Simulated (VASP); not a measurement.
# SrTiO3 (Pm-3m) in VASP: evGW0 quasiparticle levels with PBE

Aim: the evGW0 quasiparticle levels of SrTiO3 with PBE.

Program: VASP 6.6.1. These are calculated values, not measurements. Logs are shortened: lines on timing, memory, paths and dates and some standing lists are left out, and cuts for length are marked.

## (1) Starting point

Symmetry: Pm-3m, No. 221, cubic system. The conventional cell has a = 3.913 Å, b = 3.913 Å, c = 3.913 Å, α = 90.00°, β = 90.00°, γ = 90.00°. Sr (site symmetry m-3m) is surrounded by 12 O at 2.77 Å. Ti (site symmetry m-3m) is surrounded by 6 O at 1.96 Å. O (site symmetry 4/mmm) is surrounded by 2 Ti at 1.96 Å.

The cell is a database's computed one.

## (2) EvGW0 quasiparticle levels, PBE

File POSCAR:

```
SrTiO3
1.0
    3.9127013100      0.0000000000      0.0000000000
    0.0000000000      3.9127013100      0.0000000000
    0.0000000000      0.0000000000      3.9127013100
Sr Ti O
1 1 3
Direct
    0.0000000000      0.0000000000      0.0000000000
    0.5000000000      0.5000000000      0.5000000000
    0.5000000000      0.0000000000      0.5000000000
    0.5000000000      0.5000000000      0.0000000000
    0.0000000000      0.5000000000      0.5000000000
```

File INCAR.step1:

```
SYSTEM = SrTiO3
PREC = Accurate
ENCUT = 450
EDIFF = 1E-8
ISMEAR = 0
SIGMA = 0.01
LREAL = .FALSE.
LASPH = .TRUE.
NELM = 60
ALGO = Normal
LWAVE = .TRUE.
LCHARG = .FALSE.
GGA = PE
```

File INCAR.step2:

```
SYSTEM = SrTiO3
PREC = Accurate
ENCUT = 450
EDIFF = 1E-8
ISMEAR = 0
SIGMA = 0.01
LREAL = .FALSE.
LASPH = .TRUE.
NELM = 1
ALGO = Exact
LWAVE = .TRUE.
LCHARG = .FALSE.
GGA = PE
NBANDS = 136
LOPTICS = .TRUE.
ISTART = 1
```

File INCAR.step3:

```
SYSTEM = SrTiO3
PREC = Accurate
ENCUT = 450
EDIFF = 1E-8
ISMEAR = 0
SIGMA = 0.01
LREAL = .FALSE.
LASPH = .TRUE.
ALGO = EVGW0
LWAVE = .FALSE.
LCHARG = .FALSE.
GGA = PE
NELMGW = 4
NBANDS = 136
ENCUTGW = 90
NOMEGA = 50
PRECFOCK = Fast
ISTART = 1
NBANDSGW = 28
```

File KPOINTS:

```
regular mesh
0
G
  4 4 4
  0 0 0
```

Potentials or basis: VASP PAW PBE potentials, release 64 (Sr_sv_GW, Ti_sv_GW, O_GW).

Run with:

```sh
$ cat potpaw_PBE.64/Sr_sv_GW/POTCAR potpaw_PBE.64/Ti_sv_GW/POTCAR potpaw_PBE.64/O_GW/POTCAR > POTCAR
$ cp INCAR.step1 INCAR
$ mpirun -np 1 vasp_std > vasp.out
$ cp INCAR.step2 INCAR
$ mpirun -np 1 vasp_std > vasp.out
$ cp INCAR.step3 INCAR
$ mpirun -np 1 vasp_std > vasp.out
```

OUTCAR:

```text
SYSTEM = SrTiO3
   PREC = Accurate
   ENCUT = 450
   EDIFF = 1E-8
   ISMEAR = 0
   LREAL = .FALSE.
   LASPH = .TRUE.
   GGA = PE
   NELMGW = 4
   ENCUTGW = 90
   PRECFOCK = Fast
   ISTART = 1

 ion  position               nearest neighbor table
   1  0.000  0.000  0.000-
   2  0.500  0.500  0.500-   3 1.96   4 1.96   5 1.96   4 1.96   3 1.96   5 1.96
   3  0.500  0.000  0.500-   2 1.96   2 1.96
   4  0.500  0.500  0.000-   2 1.96   2 1.96
   5  0.000  0.500  0.500-   2 1.96   2 1.96

  LATTYP: Found a simple cubic cell.
 ALAT       =     3.9127013100

  Lattice vectors:

 A1 = (   3.9127013100,   0.0000000000,   0.0000000000)
 A2 = (   0.0000000000,   3.9127013100,   0.0000000000)
 A3 = (   0.0000000000,   0.0000000000,   3.9127013100)

Analysis of symmetry for initial positions (statically):
=====================================================================
 Subroutine PRICEL returns:
 Original cell was already a primitive cell.

 Routine SETGRP: Setting up the symmetry group for a
 simple cubic supercell.

 Subroutine GETGRP returns: Found 48 space group operations
 (whereof 48 operations were pure point group operations)
 out of a pool of 48 trial point group operations.

The static configuration has the point symmetry O_h .

Analysis of symmetry for dynamics (positions and initial velocities):
=====================================================================
 Subroutine PRICEL returns:
 Original cell was already a primitive cell.

 Routine SETGRP: Setting up the symmetry group for a
 simple cubic supercell.

 Subroutine GETGRP returns: Found 48 space group operations
 (whereof 48 operations were pure point group operations)
 out of a pool of 48 trial point group operations.

The dynamic configuration has the point symmetry O_h .

 Subroutine INISYM returns: Found 48 space group operations
 (whereof 48 operations are pure point group operations),
 and found     1 'primitive' translations

----------------------------------------------------------------------------------------

                                     Primitive cell

  volume of cell :      59.9005

  direct lattice vectors                    reciprocal lattice vectors
     3.912701310  0.000000000  0.000000000     0.255577904  0.000000000  0.000000000
     0.000000000  3.912701310  0.000000000     0.000000000  0.255577904  0.000000000
     0.000000000  0.000000000  3.912701310     0.000000000  0.000000000  0.255577904

  length of vectors
     3.912701310  3.912701310  3.912701310     0.255577904  0.255577904  0.255577904

  position of ions in fractional coordinates (direct lattice)
     0.000000000  0.000000000  0.000000000
     0.500000000  0.500000000  0.500000000
     0.500000000  0.000000000  0.500000000
     0.500000000  0.500000000  0.000000000
     0.000000000  0.500000000  0.500000000

  ion indices of the primitive-cell ions
   primitive index   ion index
                 1           1
                 2           2
                 3           3
                 4           4
                 5           5

----------------------------------------------------------------------------------------

 KPOINTS: regular mesh

Automatic generation of k-mesh.
 Grid dimensions read from file:
 generate k-points for:    4    4    4

 Generating k-lattice:

  Cartesian coordinates                     Fractional coordinates (reciprocal lattice)
     0.063894476  0.000000000  0.000000000     0.250000000  0.000000000  0.000000000
     0.000000000  0.063894476  0.000000000     0.000000000  0.250000000  0.000000000
     0.000000000  0.000000000  0.063894476     0.000000000  0.000000000  0.250000000

  Length of vectors
     0.063894476  0.063894476  0.063894476

  Shift w.r.t. Gamma in fractional coordinates (k-lattice)
     0.000000000  0.000000000  0.000000000

 Subroutine IBZKPT returns following result:
 ===========================================

 Found     10 irreducible k-points:

 Following reciprocal coordinates:
            Coordinates               Weight
  0.000000  0.000000  0.000000      1.000000
  0.250000  0.000000  0.000000      6.000000
  0.500000  0.000000  0.000000      3.000000
  0.250000  0.250000  0.000000     12.000000
  0.500000  0.250000  0.000000     12.000000
  0.500000  0.500000  0.000000      3.000000
  0.250000  0.250000  0.250000      8.000000
  0.500000  0.250000  0.250000     12.000000
  0.500000  0.500000  0.250000      6.000000
  0.500000  0.500000  0.500000      1.000000
   k-points           NKPTS =     10   k-points in BZ     NKDIM =     64   number of bands    NBANDS=    136
   number of dos      NEDOS =    301   number of ions     NIONS =      5
   total plane-waves  NPLWV =  21952
   dimension x,y,z NGX =    28 NGY =   28 NGZ =   28
   dimension x,y,z NGXF=    56 NGYF=   56 NGZF=   56
   ions per type =               1   1   3
   NGX,Y,Z   is equivalent  to a cutoff of  11.90, 11.90, 11.90 a.u.
   NGXF,Y,Z  is equivalent  to a cutoff of  23.79, 23.79, 23.79 a.u.
 SYSTEM =  SrTiO3
   PREC   = accura    normal or accurate (medium, high low for compatibility)
   ISTART =      1    job   : 0-new  1-cont  2-samecut
   ICHARG =      0    charge: 1-file 2-atom 10-const
   ISPIN  =      1    spin polarized calculation?
   LNONCOLLINEAR =      F non collinear calculations
   LSORBIT =      F    spin-orbit coupling
   LASPH  =      T    aspherical Exc in radial PAW
   ENCUT  =  450.0 eV  33.07 Ry    5.75 a.u.   6.77  6.77  6.77*2*pi/ulx,y,z
   NELM   =     60;   NELMIN=  2; NELMDL=  0     # of ELM steps
   EDIFF  = 0.1E-07   stopping-criterion for ELM
   LREAL  =      F    real-space projection
   EDIFFG = 0.1E-06   stopping-criterion for IOM
   NSW    =      0    number of steps for IOM
   IBRION =     -1    ionic relax: 0-MD 1-quasi-New 2-CG
   NFREE  =      0    steps in history (QN), initial steepest desc. (CG)
   ISIF   =      0    stress and relaxation
   ISYM   =      3    0-nonsym 1-usesym 2-fastsym
   POTIM  = 0.5000    time-step for ionic-motion
   TEBEG  =    0.0;   TEEND  =   0.0 temperature during run
   PSTRESS=    0.0 pullay stress
   NELECT =      40.0000    total number of electrons
   NUPDOWN=      -1.0000    fix difference up-down
   EMIN   =  10.00;   EMAX   =-10.00  energy-range for DOS
   EFERMI =   0.00;   METHOD = LEGACY
   ISMEAR =     0;   SIGMA  =   0.01  broadening in eV -4-tet -1-fermi 0-gaus
   EFERMI_NEDOS =   21; number of points for ismear=-14 and -15
   IALGO  =     38    algorithm
   IMIX   =      4    mixing-type and parameters
     AMIX     =   0.40;   BMIX     =  1.00
     AMIX_MAG =   1.60;   BMIX_MAG =  1.00
  volume/ion in A,a.u.               =      11.98        80.85
  Fermi-wavevector in a.u.,A,eV,Ry     =   1.430929  2.704064 27.858721  2.047558
  Thomas-Fermi vector in A             =   2.550721
   LORBIT       =      0    0 simple, 1 ext, 2 COOP (PROOUT), +10 PAW based schemes
   GGA     = PE    functional components
   LHFCALC =     T    Hartree Fock is set to
   PRECFOCK=fast      Normal, Fast or Accurate (Low or Medium for compatibility)
   ENCUT4O =  -1.0   cutoff for four orbital integrals eV
   NKREDX  =     1    reduce k-point grid by
   NKREDY  =     1    reduce k-point grid by
   NKREDZ  =     1    reduce k-point grid by
   AEXX    =    1.0000 exact exchange contribution
   HFSCREEN=    0.0000 screening length (either q_TF or 0.3 A-1)
   HFSCREENC=   0.0000 screening length for correlation (either q_TF or 0.3 A-1)
   ENCUTFOCK=  -1.0 apply spherical cutoff to Coloumb kernel
   IVDW    =     0    specifies the selected vdW correction
   LEPSILON=     F    determine dielectric tensor
   LRPA    =     F    only Hartree local field effects (RPA)
   LRPAFORCE           =     F    calculate RPA forces
   ENCUTGW             =  90.0    cutoff for response function in eV
   ENCUTGWSOFT         =  72.0    soft cutoff for Coulomb kernel in GW response function in eV
   ENCUTLF             =  -1.0    cutoff for local field effects
   NELMGW              =     4    number of iterations in solving QP/BSE equation
   NELMHF              =     1    number of iterations in the inner HF iteration
   NKREDLFX            =     1    NKREDLFY  =   1   NKREDLFZ  =   1
 non-spin polarized calculation
 Gauss-broadening in eV      SIGMA  =   0.01
  energy-cutoff  :      450.00
  volume of cell :       59.90
 maximum number of plane-waves:      1328
 NGX is ok and might be reduce to    28
  NGX = 16; NGY = 16; NGZ = 16
   NGX = 13   NGY = 13   NGZ = 13
 maximum number of plane-waves:       136
 NGX is ok and might be reduce to    14

 QP shifts <psi_nk| G(iteration)W_0 |psi_nk>: iteration 1
 for sc-GW calculations column KS-energies equals QP-energies in previous step
 and V_xc(KS)=  KS-energies - (<T + V_ion + V_H > + <T+V_H+V_ion>^1  + <V_x>^1)

 k-point   1 :       0.0000    0.0000    0.0000
  band No.  KS-energies  QP-energies   sigma(KS)   V_xc(KS)     V^pw_x(r,r')   Z            occupation Imag(sigma)

      1     -51.4812     -53.4433     -28.2219     -24.9626     -41.6975       0.6020       2.0000       1.6068
      2     -27.7706     -29.1459     -19.5382     -17.4471     -28.9725       0.6577       2.0000       1.2550
      3     -27.7364     -28.7357     -25.6147     -24.1119     -34.6333       0.6650       2.0000       1.1121
      4     -27.7364     -28.7357     -25.6147     -24.1119     -34.6333       0.6650       2.0000       1.1121
      5     -27.7364     -28.7357     -25.6147     -24.1119     -34.6333       0.6650       2.0000       1.1121
      6     -12.4321     -13.7888     -21.1014     -19.0594     -30.6833       0.6644       2.0000       1.4779
[... 287 lines left out ...]
      6     -11.1045     -12.5316     -22.2924     -20.1959     -31.3964       0.6807       2.0000       1.2587
[... 20 lines left out ...]
     27      13.2937      15.3265     -20.7715     -23.7089     -14.2585       0.6920       0.0000      -0.7823
     28      13.2937      15.3265     -20.7715     -23.7089     -14.2585       0.6920       0.0000      -0.7823

 QP shifts <psi_nk| G(iteration)W_0 |psi_nk>: iteration 2

 k-point   1 :       0.0000    0.0000    0.0000
  band No. old QP-enery  QP-energies   sigma(KS)   T+V_ion+V_H  V^pw_x(r,r')   Z            occupation Imag(sigma)

      1     -53.4433     -54.1492     -28.0857     -26.5186     -41.6975       0.6080       2.0000       1.6594
      2     -29.1459     -29.6776     -19.6294     -10.3235     -28.9725       0.6589       2.0000       1.2129
      3     -28.7357     -29.0660     -25.6028      -3.6245     -34.6333       0.6720       2.0000       1.1486
      4     -28.7357     -29.0660     -25.6028      -3.6245     -34.6333       0.6720       2.0000       1.1486
      5     -28.7357     -29.0660     -25.6028      -3.6245     -34.6333       0.6720       2.0000       1.1486
      6     -13.7888     -14.2240     -21.0633       6.6273     -30.6833       0.6724       2.0000       1.5563
[... 287 lines left out ...]
      6     -12.5316     -12.9424     -22.2272       9.0914     -31.3964       0.6799       2.0000       1.3270
[... 20 lines left out ...]
     27      15.3265      15.8270     -20.9388      37.0026     -14.2585       0.6787       0.0000      -0.8250
     28      15.3265      15.8270     -20.9388      37.0026     -14.2585       0.6787       0.0000      -0.8250

 QP shifts <psi_nk| G(iteration)W_0 |psi_nk>: iteration 3

 k-point   1 :       0.0000    0.0000    0.0000
  band No. old QP-enery  QP-energies   sigma(KS)   T+V_ion+V_H  V^pw_x(r,r')   Z            occupation Imag(sigma)

      1     -54.1492     -54.3796     -28.0178     -26.5186     -41.6975       0.5951       2.0000       1.6851
      2     -29.6776     -29.8153     -19.5643     -10.3235     -28.9725       0.6547       2.0000       1.2401
      3     -29.0660     -29.1739     -25.6024      -3.6245     -34.6333       0.6704       2.0000       1.1569
      4     -29.0660     -29.1739     -25.6024      -3.6245     -34.6333       0.6704       2.0000       1.1569
      5     -29.0660     -29.1739     -25.6024      -3.6245     -34.6333       0.6704       2.0000       1.1569
      6     -14.2240     -14.3451     -21.0312       6.6273     -30.6833       0.6732       2.0000       1.6037
[... 287 lines left out ...]
      6     -12.9424     -13.0561     -22.2010       9.0914     -31.3964       0.6800       2.0000       1.3553
[... 20 lines left out ...]
     27      15.8270      15.9428     -21.0046      37.0026     -14.2585       0.6772       0.0000      -0.8004
     28      15.8270      15.9428     -21.0046      37.0026     -14.2585       0.6772       0.0000      -0.8004

 QP shifts <psi_nk| G(iteration)W_0 |psi_nk>: iteration 4

 k-point   1 :       0.0000    0.0000    0.0000
  band No. old QP-enery  QP-energies   sigma(KS)   T+V_ion+V_H  V^pw_x(r,r')   Z            occupation Imag(sigma)

      1     -54.3796     -54.4638     -28.0024     -26.5186     -41.6975       0.5951       2.0000       1.6915
      2     -29.8153     -29.8501     -19.5449     -10.3235     -28.9725       0.6548       2.0000       1.2487
      3     -29.1739     -29.2088     -25.6014      -3.6245     -34.6333       0.6703       2.0000       1.1599
      4     -29.1739     -29.2088     -25.6014      -3.6245     -34.6333       0.6703       2.0000       1.1599
      5     -29.1739     -29.2088     -25.6014      -3.6245     -34.6333       0.6703       2.0000       1.1599
      6     -14.3451     -14.3775     -21.0205       6.6273     -30.6833       0.6732       2.0000       1.6190
[... 286 lines left out ...]
      5     -29.7599     -29.7949     -19.6071     -10.2061     -29.0003       0.6561       2.0000       1.2321
      6     -13.0561     -13.0867     -22.1925       9.0914     -31.3964       0.6803       2.0000       1.3646
[... 20 lines left out ...]
     27      15.9428      15.9691     -21.0210      37.0026     -14.2585       0.6785       0.0000      -0.7935
     28      15.9428      15.9691     -21.0210      37.0026     -14.2585       0.6785       0.0000      -0.7935
```

Run time: 28 min. Hardware: 1 thread of Intel Xeon Platinum 8488C (Sapphire Rapids), shared host; peak memory 0.63 GiB.

What came out:

```
Band gap on the k mesh, mean-field level : 1.85 eV, indirect (least direct gap 2.21 eV)
Quasiparticle gap                        : 4.18 eV
Least direct quasiparticle gap           : 4.50 eV
```

Quasiparticle gap after each update of the energies (eV): 3.65, 4.06, 4.15, 4.18

Caveat: bands, screening cutoff and mesh are small and nothing is extrapolated, so the quasiparticle values aren't converged.
